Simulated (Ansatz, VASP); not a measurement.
**Pb: VASP beside Ansatz**

INCAR

```
SYSTEM = Pb
PREC = Accurate
ENCUT = 520
EDIFF = 1E-7
ISMEAR = 0
SIGMA = 0.05
LREAL = .FALSE.
LASPH = .TRUE.
NELM = 100
ALGO = Normal
ISIF = 2
LWAVE = .FALSE.
LCHARG = .FALSE.
GGA = PE
NBANDS = 13
```

KPOINTS

```
Automatic mesh
0
G
  8 8 8
  0 0 0
```

File POSCAR:

```
Pb
1.0
   -1.9750378794      1.9750378794      1.9750378794
    1.9750378794     -1.9750378794      1.9750378794
    1.9750378794      1.9750378794     -1.9750378794
Pb
1
Direct
    0.0000000000      0.0000000000      0.0000000000
```

Input for Ansatz:

```yaml
crystal:
  lattice:
    - [-1.9750378794, 1.9750378794, 1.9750378794]
    - [1.9750378794, -1.9750378794, 1.9750378794]
    - [1.9750378794, 1.9750378794, -1.9750378794]
  atoms:
    - { symbol: Pb, position: [0.0, 0.0, 0.0] }
basis:
  ecutwfc: 420
  ecutrho_ratio: 4
kpoints:
  mp_grid: { grid: [8, 8, 8] }
hamiltonian:
  xc: pbe
scf:
  occupations: { method: gaussian, width: 0.05 }
output:
  forces: true
  stress: true
  eigenvalues: true
```

Alike in both runs: task single point; functional PBE; k mesh 8 × 8 × 8; occupations gaussian, width 0.05 eV; no spin polarisation.

|  | VASP | Ansatz |
| --- | --- | --- |
| version | VASP 6.6.1 | Ansatz 0.2.0 |
| potentials or method | VASP PAW PBE potentials, release 64 (Pb_d) | scalar-relativistic, plane waves, PAW |
| plane-wave cutoff (eV) | 520 | 420 |
| valence electrons in the cell | 14 | 14 |

```tsv
	VASP	Ansatz	Ansatz less VASP
gap on the k mesh at the Fermi level (eV)	none	none	-
pressure (GPa)	1.6	1.6	+0.06
```

A gap of «none» marks a metal or a gap that the smearing closes. With one functional, cell and mesh, what is left measures potentials, basis and numerics.

Spin-orbit coupling is left out, which matters for the levels of Pb.
